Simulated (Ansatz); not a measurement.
# Gradients in Si3N4 at several cell volumes

Reference cell: a COD entry, ions relaxed with PBE at fixed cell.

Space group P6_3/m (No. 176); a = 7.5950, c = 2.9023 Å, γ = 120.00°.

```
site  Wyckoff  site symmetry       x       y       z
  Si       6h            m..  0.7673  0.1736  0.2500
  N7       6h            m..  0.0294  0.3297  0.2500
 N13       2d           -6..  0.3333  0.6667  0.7499
```

One atom of each set is listed.

Method: Kohn–Sham DFT in Ansatz, PBE, plane waves and PAW, scalar-relativistic, 420 eV cutoff, Γ-centred 4×4×10 k-points, Fermi–Dirac smearing 0.02 eV.

The cell is scaled uniformly, and the ions relax again at each size.

**Question.** How do the gradients (10²¹ V/m²) respond?

**Answer.** 

```tsv
V/V₀	Si V_zz (η)	N7 V_zz (η)	N13 V_zz (η)
0.94	1.14 (0.32)	-4.29 (0.10)	-4.17 (0.00)
0.96	1.05 (0.37)	-4.49 (0.09)	-4.40 (0.00)
0.98	1.03 (0.37)	-4.70 (0.08)	-4.63 (0.00)
1.00	0.99 (0.42)	-4.90 (0.07)	-4.83 (0.00)
1.02	0.98 (0.42)	-5.10 (0.07)	-5.04 (0.00)
1.04	0.95 (0.47)	-5.29 (0.06)	-5.26 (0.00)
1.06	0.94 (0.50)	-5.48 (0.05)	-5.47 (0.00)
```

Logarithmic slopes d ln|V_zz|/d ln V over the series: Si -1.4, N7 2.1, N13 2.2. Point charges on a uniformly scaled lattice would give −1; atoms that shift within the cell as it changes, and charge that moves in the bonds, make the difference.

At this cell the PBE pressure is 6 GPa, so with PBE the cell would grow if it were relaxed.
